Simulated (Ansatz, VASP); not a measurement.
# One calculation of Ru, two programs

File INCAR:

```
SYSTEM = Ru
  ALGO = Fast
  EDIFF = 1E-7
  ENCUT = 520
  GGA = PE
  ISIF = 2
  ISMEAR = 0
  LASPH = .TRUE.
  LCHARG = .TRUE.
  LELF = .TRUE.
  LREAL = .FALSE.
  LVHAR = .TRUE.
  LWAVE = .FALSE.
  NBANDS = 13
  NELM = 60
  PREC = Accurate
  SIGMA = 0.15
```

File KPOINTS:

```
k-points
0
G
  22 22 22
  0 0 0
```

Contents of POSCAR:

```
Ru
1.0
    0.0000000000      1.8706000534      1.8706000534
    1.8706000534      0.0000000000      1.8706000534
    1.8706000534      1.8706000534      0.0000000000
Ru
1
Direct
    0.0000000000      0.0000000000      0.0000000000
```

Input for Ansatz:

```yaml
crystal:
  lattice:
    - [0.0, 1.8706000534, 1.8706000534]
    - [1.8706000534, 0.0, 1.8706000534]
    - [1.8706000534, 1.8706000534, 0.0]
  atoms:
    - { symbol: Ru, position: [0.0, 0.0, 0.0] }
basis:
  ecutwfc: 420
kpoints:
  mp_grid: { grid: [22, 22, 22] }
hamiltonian:
  xc: pbe
scf:
  occupations: { method: gaussian, width: 0.15 }
output:
  forces: true
  stress: true
  eigenvalues: true
```

Alike in both runs: task single point; functional PBE; k mesh 22 × 22 × 22; occupations gaussian, width 0.15 eV; no spin polarisation.

```csv
,VASP,Ansatz
version,VASP 6.6.1,Ansatz 0.2.0
potentials or method,"VASP PAW PBE potentials, release 64 (Ru_pv)","scalar-relativistic, plane waves, PAW"
plane-wave cutoff (eV),520,420
valence electrons in the cell,14,16
```

|  | VASP | Ansatz | Ansatz less VASP |
| --- | --- | --- | --- |
| gap on the k mesh at the Fermi level (eV) | none | none | - |
| pressure (GPa) | 19.3 | 19.3 | +0.04 |

A gap of «none» marks a metal or a gap that the smearing closes. The two sets of potentials don't hold the same shells in valence.

Caveats: so large a pressure means that the cell lies far from this level's equilibrium, or that cutoff or potentials fall short (VASP).
